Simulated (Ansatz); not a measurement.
# Al3Ru2: further runs on the relaxed cell

An exercise on one series of results from a longer session: the logs are not shown, and one member is left open.

Program: Ansatz 0.2.0. Level of theory: DFT PBEsol, scalar-relativistic, plane waves, PAW. These are calculated values, not measurements.

1 further run of the same task is left out (set aside as unsound or not needed).

### The system as given

The structure is tetragonal, space group I4/mmm (No. 139). The conventional cell has a = 3.073 Å, b = 3.073 Å, c = 14.252 Å, α = 90.00°, β = 90.00°, γ = 90.00°. Al (site symmetry 4/mmm) has 8 Ru at 2.64 Å and 2 Al at 2.76 Å as nearest neighbours. Al (site symmetry 4mm) has 5 Ru at 2.51 to 2.86 Å and 5 Al at 2.70 to 2.76 Å as nearest neighbours. Around Ru (site symmetry 4mm) lie 9 Al at 2.51 to 2.86 Å.

Coordinates:

```
Al Ru
1.0
    -1.53668    1.53668    7.12583
     1.53668   -1.53668    7.12583
     1.53668    1.53668   -7.12583
Al Ru
3 2
Direct
  0.00000 0.00000 0.00000
  0.80626 0.80626 0.00000
  0.19374 0.19374 0.00000
  0.60566 0.60566 0.00000
  0.39434 0.39434 0.00000
```

It goes back to an entry of the Materials Project, which need not be the stable form.

It is the result of an earlier relaxation at this level (volume 13.46 Å³/atom; gap on the mesh: none (metal)).

Set-up of the first run:

File input.yaml:

```yaml
crystal:
  lattice:
    - [-1.5366813991, 1.5366813991, 7.1258323418]
    - [1.5366813991, -1.5366813991, 7.1258323418]
    - [1.5366813991, 1.5366813991, -7.1258323418]
  atoms:
    - { symbol: Al, position: [0.0, 0.0, 0.0] }
    - { symbol: Al, position: [0.8062567814, 0.8062567814, 0.0] }
    - { symbol: Al, position: [0.1937432186, 0.1937432186, 0.0] }
    - { symbol: Ru, position: [0.6056584131, 0.6056584131, 0.0] }
    - { symbol: Ru, position: [0.3943415869, 0.3943415869, 0.0] }
basis:
  ecutwfc: 420
kpoints:
  mp_grid: { grid: [16, 16, 16] }
  band_path:
    path:
      - [[0.0, 0.0, 0.0], [0.0, 0.0, 0.5], [0.25, 0.25, 0.25], [0.0, 0.5, 0.0], [0.0, 0.0, 0.0], [0.5, 0.5, -0.5], [0.26162616, 0.73837384, -0.26162616]]
      - [[-0.26162616, 0.26162616, 0.26162616], [0.0, 0.0, 0.0]]
      - [[0.0, 0.0, 0.5], [-0.02325233, 0.02325233, 0.5]]
      - [[0.5, 0.5, -0.02325233], [0.5, 0.5, -0.5]]
    npoints: 14
hamiltonian:
  xc: pbesol
scf:
  occupations: { method: gaussian, width: 0.1 }
  n_extra_bands: 12
output:
  forces: true
  stress: true
  eigenvalues: true
  populations: true
  dos: { projected: true, de: 0.02, nscf_kmesh: { grid: [24, 24, 24] } }
  bader: true
```

On the command line:

```sh
$ ansatz run input.yaml --threads 1 --pin off --max-ram 2560MiB --backend cpu --events-out ev --progress --plain --runs-dir out
```

Steps of the session up to this table: Electronic structure at the relaxed geometry; Volume × 0.97; Point at V/V0 = 1.03; The cell scaled to 0.94 of its volume; The cell scaled to 1.06 of its volume.

One table of the session follows, with a row left open; its other results are not shown here.

It belongs to the step «Equation of state». 

| volume (Å³/atom) | energy above the lowest point (meV/atom) | pressure (GPa) |
| --- | --- | --- |
| 12.654 | 32.1 | 13.48 |
| 13.058 | 7.6 | 6.19 |
| 13.461 | 0.0 | 0.00 |
| 13.865 | ? | ? |
| 14.269 | 25.7 | -9.64 |

Estimate the missing values for volume (Å³/atom) = 13.865.

Worked estimate for «energy above the lowest point (meV/atom)». A straight line through the neighbours (13.461, 0.0) and (14.269, 25.7) gives 0.0 + (25.7 − 0.0) × (13.865 − 13.461) / (14.269 − 13.461) = 12.8; a parabola fitted to 3 rows on both sides gives 6.0.

As computed: energy above the lowest point (meV/atom): 6.8; pressure (GPa): -5.23. In «energy above the lowest point (meV/atom)» the line misses by +6.0 and the parabola by -0.8.
